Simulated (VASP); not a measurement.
# FeS2 (Pa-3) in VASP: a series of runs

Aim: see how the results for FeS2 move with the level of theory and the settings. Levels: PBEsol, LDA, PBE, SCAN. Tasks: relaxation of cell and atoms, single point.

Everything below comes from runs of VASP 6.6.1. Logs are shortened: lines on timing, memory, paths and dates and some standing lists are left out, and cuts for length are marked.

**Experimental background.**

“Synthetic control over polymorph formation in the d-band semiconductor system FeS2”, 2021, arxiv:2111.12440 reports, for a bulk crystal of FeS2: band gap 0.87 eV.

How close the calculation comes is told below.

**1. The structure**

The structure is cubic, space group Pa-3 (No. 205). The conventional cell has a = 5.418 Å, b = 5.418 Å, c = 5.418 Å, α = 90.00°, β = 90.00°, γ = 90.00°. Fe (site symmetry -3) has 6 S at 2.26 Å as nearest neighbours. S (site symmetry 3) has 1 S at 2.16 Å and 3 Fe at 2.26 Å as nearest neighbours.

**2. Relaxation of cell and atoms, PBEsol**

File INCAR:

```
SYSTEM = FeS2
  ALGO = Fast
  EDIFF = 1E-7
  EDIFFG = -0.005
  ENCUT = 420
  GGA = PS
  IBRION = 2
  ISIF = 3
  ISMEAR = 0
  LASPH = .TRUE.
  LCHARG = .FALSE.
  LREAL = .FALSE.
  LWAVE = .FALSE.
  NELM = 100
  NSW = 60
  PREC = Accurate
  SIGMA = 0.02
```

File KPOINTS:

```
k-points
0
G
  6 6 6
  0 0 0
```

File POSCAR:

```
FeS2
1.0
    5.4178000000      0.0000000000      0.0000000000
    0.0000000000      5.4178000000      0.0000000000
    0.0000000000      0.0000000000      5.4178000000
Fe S
4 8
Direct
    0.0000000000      0.0000000000      0.0000000000
    0.5000000000      0.0000000000      0.5000000000
    0.5000000000      0.5000000000      0.0000000000
    0.0000000000      0.5000000000      0.5000000000
    0.3848200000      0.3848200000      0.3848200000
    0.1151800000      0.6151800000      0.8848200000
    0.8848200000      0.1151800000      0.6151800000
    0.6151800000      0.8848200000      0.1151800000
    0.6151800000      0.6151800000      0.6151800000
    0.8848200000      0.3848200000      0.1151800000
    0.1151800000      0.8848200000      0.3848200000
    0.3848200000      0.1151800000      0.8848200000
```

Potentials or basis: VASP PAW PBE potentials, release 64 (Fe, S).

Run with:

```
$ cat potpaw_PBE.64/Fe/POTCAR potpaw_PBE.64/S/POTCAR > POTCAR
$ mpirun -np 1 vasp_std > vasp.out
```

OUTCAR:

```text
SYSTEM = FeS2
   EDIFF = 1E-7
   EDIFFG = -0.005
   ENCUT = 420
   GGA = PS
   IBRION = 2
   ISIF = 3
   ISMEAR = 0
   LASPH = .TRUE.
   LREAL = .FALSE.
   NELM = 100
   NSW = 60
   PREC = Accurate

 ion  position               nearest neighbor table
   1  0.000  0.000  0.000-   6 2.26   7 2.26   8 2.26  10 2.26  11 2.26  12 2.26
   2  0.500  0.000  0.500-   5 2.26   7 2.26   8 2.26   9 2.26  11 2.26  12 2.26
   3  0.500  0.500  0.000-   5 2.26   6 2.26   8 2.26   9 2.26  10 2.26  12 2.26
   4  0.000  0.500  0.500-   5 2.26   6 2.26   7 2.26   9 2.26  10 2.26  11 2.26
   5  0.385  0.385  0.385-   9 2.16   3 2.26   4 2.26   2 2.26
   6  0.115  0.615  0.885-  10 2.16   3 2.26   4 2.26   1 2.26
   7  0.885  0.115  0.615-  11 2.16   2 2.26   4 2.26   1 2.26
   8  0.615  0.885  0.115-  12 2.16   2 2.26   3 2.26   1 2.26
   9  0.615  0.615  0.615-   5 2.16   3 2.26   4 2.26   2 2.26
  10  0.885  0.385  0.115-   6 2.16   3 2.26   4 2.26   1 2.26
  11  0.115  0.885  0.385-   7 2.16   2 2.26   4 2.26   1 2.26
  12  0.385  0.115  0.885-   8 2.16   2 2.26   3 2.26   1 2.26

  LATTYP: Found a simple cubic cell.
 ALAT       =     5.4178000000

  Lattice vectors:

 A1 = (   5.4178000000,   0.0000000000,   0.0000000000)
 A2 = (   0.0000000000,   5.4178000000,   0.0000000000)
 A3 = (   0.0000000000,   0.0000000000,   5.4178000000)

Analysis of symmetry for initial positions (statically):
=====================================================================
 Subroutine PRICEL returns:
 Original cell was already a primitive cell.

 Routine SETGRP: Setting up the symmetry group for a
 simple cubic supercell.

 Subroutine GETGRP returns: Found 24 space group operations
 (whereof  6 operations were pure point group operations)
 out of a pool of 48 trial point group operations.

The static configuration has the point symmetry S_6 .
 The point group associated with its full space group is T_h .

Analysis of symmetry for dynamics (positions and initial velocities):
=====================================================================
 Subroutine PRICEL returns:
 Original cell was already a primitive cell.

 Routine SETGRP: Setting up the symmetry group for a
 simple cubic supercell.

 Subroutine GETGRP returns: Found 24 space group operations
 (whereof  6 operations were pure point group operations)
 out of a pool of 48 trial point group operations.

The dynamic configuration has the point symmetry S_6 .
 The point group associated with its full space group is T_h .

 Subroutine INISYM returns: Found 24 space group operations
 (whereof  6 operations are pure point group operations),
 and found     1 'primitive' translations

----------------------------------------------------------------------------------------

                                     Primitive cell

  volume of cell :     159.0263

  direct lattice vectors                    reciprocal lattice vectors
     5.417800000  0.000000000  0.000000000     0.184576765  0.000000000  0.000000000
     0.000000000  5.417800000  0.000000000     0.000000000  0.184576765  0.000000000
     0.000000000  0.000000000  5.417800000     0.000000000  0.000000000  0.184576765

  length of vectors
     5.417800000  5.417800000  5.417800000     0.184576765  0.184576765  0.184576765

  position of ions in fractional coordinates (direct lattice)
     0.000000000  0.000000000  0.000000000
     0.500000000  0.000000000  0.500000000
     0.500000000  0.500000000  0.000000000
     0.000000000  0.500000000  0.500000000
     0.384820000  0.384820000  0.384820000
     0.115180000  0.615180000  0.884820000
     0.884820000  0.115180000  0.615180000
     0.615180000  0.884820000  0.115180000
     0.615180000  0.615180000  0.615180000
     0.884820000  0.384820000  0.115180000
     0.115180000  0.884820000  0.384820000
     0.384820000  0.115180000  0.884820000

  ion indices of the primitive-cell ions
   primitive index   ion index
                 1           1
                 2           2
                 3           3
                 4           4
                 5           5
                 6           6
                 7           7
                 8           8
                 9           9
                10          10
                11          11
                12          12

----------------------------------------------------------------------------------------

 KPOINTS: k-points

Automatic generation of k-mesh.
 Grid dimensions read from file:
 generate k-points for:    6    6    6

 Generating k-lattice:

  Cartesian coordinates                     Fractional coordinates (reciprocal lattice)
     0.030762794  0.000000000  0.000000000     0.166666667  0.000000000  0.000000000
     0.000000000  0.030762794  0.000000000     0.000000000  0.166666667  0.000000000
     0.000000000  0.000000000  0.030762794     0.000000000  0.000000000  0.166666667

  Length of vectors
     0.030762794  0.030762794  0.030762794

  Shift w.r.t. Gamma in fractional coordinates (k-lattice)
     0.000000000  0.000000000  0.000000000

 Subroutine IBZKPT returns following result:
 ===========================================

 Found     24 irreducible k-points:

 Following reciprocal coordinates:
            Coordinates               Weight
  0.000000  0.000000  0.000000      1.000000
  0.166667  0.000000  0.000000      6.000000
  0.333333  0.000000  0.000000      6.000000
  0.500000  0.000000  0.000000      3.000000
  0.166667  0.166667  0.000000     12.000000
  0.333333  0.166667  0.000000     12.000000
[... 16 lines left out ...]
  0.500000  0.500000  0.333333      6.000000
  0.500000  0.500000  0.500000      1.000000
   k-points           NKPTS =     24   k-points in BZ     NKDIM =     24   number of bands    NBANDS=     48
   number of dos      NEDOS =    301   number of ions     NIONS =     12
   total plane-waves  NPLWV =  46656
   dimension x,y,z NGX =    36 NGY =   36 NGZ =   36
   dimension x,y,z NGXF=    72 NGYF=   72 NGZF=   72
   ions per type =               4   8
   NGX,Y,Z   is equivalent  to a cutoff of  11.05, 11.05, 11.05 a.u.
   NGXF,Y,Z  is equivalent  to a cutoff of  22.09, 22.09, 22.09 a.u.
 SYSTEM =  FeS2
   PREC   = accura    normal or accurate (medium, high low for compatibility)
   ISTART =      0    job   : 0-new  1-cont  2-samecut
   ICHARG =      2    charge: 1-file 2-atom 10-const
   ISPIN  =      1    spin polarized calculation?
   LNONCOLLINEAR =      F non collinear calculations
   LSORBIT =      F    spin-orbit coupling
   LASPH  =      T    aspherical Exc in radial PAW
   ENCUT  =  420.0 eV  30.87 Ry    5.56 a.u.   9.05  9.05  9.05*2*pi/ulx,y,z
   NELM   =    100;   NELMIN=  2; NELMDL= -5     # of ELM steps
   EDIFF  = 0.1E-06   stopping-criterion for ELM
   LREAL  =      F    real-space projection
   EDIFFG = -.5E-02   stopping-criterion for IOM
   NSW    =     60    number of steps for IOM
   IBRION =      2    ionic relax: 0-MD 1-quasi-New 2-CG
   NFREE  =      1    steps in history (QN), initial steepest desc. (CG)
   ISIF   =      3    stress and relaxation
   ISYM   =      2    0-nonsym 1-usesym 2-fastsym
   POTIM  = 0.5000    time-step for ionic-motion
   TEBEG  =    0.0;   TEEND  =   0.0 temperature during run
   PSTRESS=    0.0 pullay stress
   NELECT =      80.0000    total number of electrons
   NUPDOWN=      -1.0000    fix difference up-down
   EMIN   =  10.00;   EMAX   =-10.00  energy-range for DOS
   EFERMI =   0.00;   METHOD = LEGACY
   ISMEAR =     0;   SIGMA  =   0.02  broadening in eV -4-tet -1-fermi 0-gaus
   EFERMI_NEDOS =   21; number of points for ismear=-14 and -15
   IALGO  =     68    algorithm
   IMIX   =      4    mixing-type and parameters
     AMIX     =   0.40;   BMIX     =  1.00
     AMIX_MAG =   1.60;   BMIX_MAG =  1.00
  volume/ion in A,a.u.               =      13.25        89.43
  Fermi-wavevector in a.u.,A,eV,Ry     =   1.302013  2.460447 23.065097  1.695237
  Thomas-Fermi vector in A             =   2.433109
   LORBIT       =      0    0 simple, 1 ext, 2 COOP (PROOUT), +10 PAW based schemes
   GGA     = PS    functional components
   LHFCALC =     F    Hartree Fock is set to
   AEXX    =    0.0000 exact exchange contribution
   IVDW    =     0    specifies the selected vdW correction
   LEPSILON=     F    determine dielectric tensor
   LRPA    =     F    only Hartree local field effects (RPA)
 conjugate gradient relaxation of ions
 non-spin polarized calculation
 RMM-DIIS sequential band-by-band and
 Gauss-broadening in eV      SIGMA  =   0.02
  energy-cutoff  :      420.00
  volume of cell :      159.03
 maximum number of plane-waves:      3136
   NGX = 19   NGY = 19   NGZ = 19

--------------------------------------- Ionic step        1  -------------------------------------------

 number of electron      80.0000029 magnetization

 Free energy of the ion-electron system (eV)
  ---------------------------------------------------
  ext. energy  EPLUGINS =         0.00000000
  ---------------------------------------------------
  free energy    TOTEN  =       -78.92893441 eV

  energy without entropy =      -78.92893441  energy(sigma->0) =      -78.92893441

------------------------ aborting loop because EDIFF is reached ----------------------------------------

  FORCE on cell =-STRESS in cart. coord.  units (eV):
  Direction    XX          YY          ZZ          XY          YZ          ZX
  --------------------------------------------------------------------------------------
  -------------------------------------------------------------------------------------
  Total       -7.8013881     -7.8013881     -7.8013881     -0.0000000     -0.0000000     -0.0000000
  in kB      -78.5983734    -78.5983734    -78.5983734     -0.0000000     -0.0000000     -0.0000000
  external PRESSURE =     -78.5983734 kB  Pullay stress =       0.0000000 kB
[... 307 lines left out ...]
  energy  without entropy=      -79.1674652816  energy(sigma->0) =      -79.16746528

--------------------------------------- Ionic step        8  -------------------------------------------

 number of electron      79.9999998 magnetization

 Free energy of the ion-electron system (eV)
  ---------------------------------------------------
  ext. energy  EPLUGINS =         0.00000000
  ---------------------------------------------------
  free energy    TOTEN  =       -79.16759892 eV

  energy without entropy =      -79.16759892  energy(sigma->0) =      -79.16759892

 E-fermi :   8.4678     XC(G=0): -12.3073

 val. band max:        8.3501927984   @ k =   0.1667   0.1667   0.1667
 cond. band min:       8.6569749907   @ k =   0.0000   0.0000   0.0000
 fundamental gap:      0.3067821924
 Fermi energy:         8.4678252681

 k-point     1 :       0.0000    0.0000    0.0000
  band No.  band energies     occupation
      1      -8.7455      2.00000
      2      -6.3226      2.00000
      3      -6.3226      2.00000
      4      -6.3226      2.00000
      5      -4.1048      2.00000
      6      -4.1048      2.00000
[... 1252 lines left out ...]
  FREE ENERGIE OF THE ION-ELECTRON SYSTEM (eV)
  ---------------------------------------------------
  free  energy   TOTEN  =       -79.1675989164 eV

  energy  without entropy=      -79.1675989164  energy(sigma->0) =      -79.16759892

 reached required accuracy - stopping structural energy minimisation
```

Wall time 14 min (1 thread of Intel Xeon Platinum 8488C (Sapphire Rapids), shared host); peak memory 0.27 GiB.

What came out:

| Item | Value |
| --- | --- |
| Free energy | -79.1676 eV |
| Relaxed volume | 12.60 Å³/atom |
| Relaxed cell | a = 5.328 Å, b = 5.328 Å, c = 5.328 Å, α = 90.00°, β = 90.00°, γ = 90.00° |
| Space group after relaxing (to 0.05 Å) | Pa-3 (No. 205) |
| Energy gained by relaxing | 19.9 meV/atom |
| Ionic steps | 8 |
| Pressure after relaxing | 0.0 GPa |
| Band gap on the k mesh | 0.31 eV, indirect (least direct gap 0.36 eV) |

Step by step:
```csv
step,energy change (eV),largest force (eV/Å),pressure (GPa),volume (Å³)
1,0.0000,0.3550,-7.86,159.03
2,-0.0434,0.2190,9.40,144.53
3,-0.2191,0.3012,0.38,151.09
4,-0.2191,0.2997,0.53,150.94
5,-0.2381,0.0398,0.27,151.04
6,-0.2385,0.0015,0.23,151.06
7,-0.2385,0.0012,-0.21,151.43
8,-0.2387,0.0002,-0.03,151.24
```

Final structure:
```
CELL_PARAMETERS angstrom
5.32785 0.00000 0.00000
0.00000 5.32785 0.00000
0.00000 0.00000 5.32785
ATOMIC_POSITIONS crystal
Fe 0.00000 0.00000 0.00000
Fe 0.50000 0.00000 0.50000
Fe 0.50000 0.50000 0.00000
Fe 0.00000 0.50000 0.50000
S 0.38208 0.38208 0.38208
S 0.11792 0.61792 0.88208
S 0.88208 0.11792 0.61792
S 0.61792 0.88208 0.11792
S 0.61792 0.61792 0.61792
S 0.88208 0.38208 0.11792
S 0.11792 0.88208 0.38208
S 0.38208 0.11792 0.88208
```

Caveat: the PAW data sets were made with another functional, which shifts forces and pressure a little.

**3. Single point, LDA**

File INCAR:

```
  PREC = Accurate
  ENCUT = 420
  EDIFF = 1E-6
  ISMEAR = 0
  SIGMA = 0.02
  LREAL = F
  LASPH = T
  NELM = 100
  ALGO = Fast
  ISIF = 2
  LWAVE = F
  LCHARG = F
```

File KPOINTS:

```
Automatic mesh
0
Gamma
  6 6 6
```

POSCAR is that of step 2.

Potentials or basis: VASP PAW LDA potentials, release 64 (Fe, S).

Run with:

```
$ cat potpaw_LDA.64/Fe/POTCAR potpaw_LDA.64/S/POTCAR > POTCAR
$ mpirun -np 1 vasp_std > vasp.out
```

OUTCAR:

```text
PREC = Accurate
   ENCUT = 420
   EDIFF = 1E-6
   ISMEAR = 0
   LREAL = F
   LASPH = T
   NELM = 100
   ISIF = 2

 ion  position               nearest neighbor table
   1  0.000  0.000  0.000-   6 2.26   7 2.26   8 2.26  10 2.26  11 2.26  12 2.26
   2  0.500  0.000  0.500-   5 2.26   7 2.26   8 2.26   9 2.26  11 2.26  12 2.26
   3  0.500  0.500  0.000-   5 2.26   6 2.26   8 2.26   9 2.26  10 2.26  12 2.26
   4  0.000  0.500  0.500-   5 2.26   6 2.26   7 2.26   9 2.26  10 2.26  11 2.26
   5  0.385  0.385  0.385-   9 2.16   3 2.26   4 2.26   2 2.26
   6  0.115  0.615  0.885-  10 2.16   3 2.26   4 2.26   1 2.26
   7  0.885  0.115  0.615-  11 2.16   2 2.26   4 2.26   1 2.26
[... 1455 lines left out ...]
  energy-cutoff  :      420.00
  volume of cell :      159.03
      direct lattice vectors                 reciprocal lattice vectors
     5.417800000  0.000000000  0.000000000     0.184576765  0.000000000  0.000000000
     0.000000000  5.417800000  0.000000000     0.000000000  0.184576765  0.000000000
     0.000000000  0.000000000  5.417800000     0.000000000  0.000000000  0.184576765

 POSITION                                       TOTAL-FORCE (eV/Angst)
 -----------------------------------------------------------------------------------
      0.00000      0.00000      0.00000         0.000000      0.000000     -0.000000
      2.70890      0.00000      2.70890         0.000000      0.000000     -0.000000
      2.70890      2.70890      0.00000         0.000000      0.000000     -0.000000
      0.00000      2.70890      2.70890         0.000000      0.000000     -0.000000
      2.08488      2.08488      2.08488        -0.221928     -0.221928     -0.221928
      0.62402      3.33292      4.79378         0.221928      0.221928     -0.221928
      4.79378      0.62402      3.33292        -0.221928      0.221928      0.221928
      3.33292      4.79378      0.62402         0.221928     -0.221928      0.221928
      3.33292      3.33292      3.33292         0.221928      0.221928      0.221928
      4.79378      2.08488      0.62402        -0.221928     -0.221928      0.221928
      0.62402      4.79378      2.08488         0.221928     -0.221928     -0.221928
      2.08488      0.62402      4.79378        -0.221928      0.221928     -0.221928
 -----------------------------------------------------------------------------------
    total drift:                               -0.000000      0.000000      0.000000

  FREE ENERGIE OF THE ION-ELECTRON SYSTEM (eV)
  ---------------------------------------------------
  free  energy   TOTEN  =       -83.6589759360 eV

  energy  without entropy=      -83.6589759360  energy(sigma->0) =      -83.65897594
```

stdout:

```text
POSCAR found type information on POSCAR FeS
 POSCAR found :  2 types and      12 ions
 scaLAPACK will be used
 LDA part: xc-table for (Slater(with rela. corr.)+CA(PZ))
 , standard interpolation
 POSCAR, INCAR and KPOINTS ok, starting setup
 FFT: planning ... GRIDC
 FFT: planning ... GRID_SOFT
 FFT: planning ... GRID
 WAVECAR not read
 entering main loop
```

Run time: 1.7 min. Hardware: 1 thread of Intel Xeon Platinum 8488C (Sapphire Rapids), shared host; peak memory 0.23 GiB.

What came out:

```yaml
Free_energy: -83.6590 eV
Pressure: -11.9 GPa
Largest_force: 0.384 eV/Å
Band_gap_on_the_k_mesh: 0.57 eV, indirect (least direct gap 0.61 eV)
```

Forces in eV/Å, atoms in the order of the input:
```
Fe   0.000  0.000  0.000
Fe   0.000  0.000  0.000
Fe   0.000  0.000  0.000
Fe   0.000  0.000  0.000
S   -0.222 -0.222 -0.222
S    0.222  0.222 -0.222
S   -0.222  0.222  0.222
S    0.222 -0.222  0.222
S    0.222  0.222  0.222
S   -0.222 -0.222  0.222
S    0.222 -0.222 -0.222
S   -0.222  0.222 -0.222
```

Spin polarisation is off, so any magnetic state and its effect on volume and gap are missing.

(Part 1 of 2 ends here.)
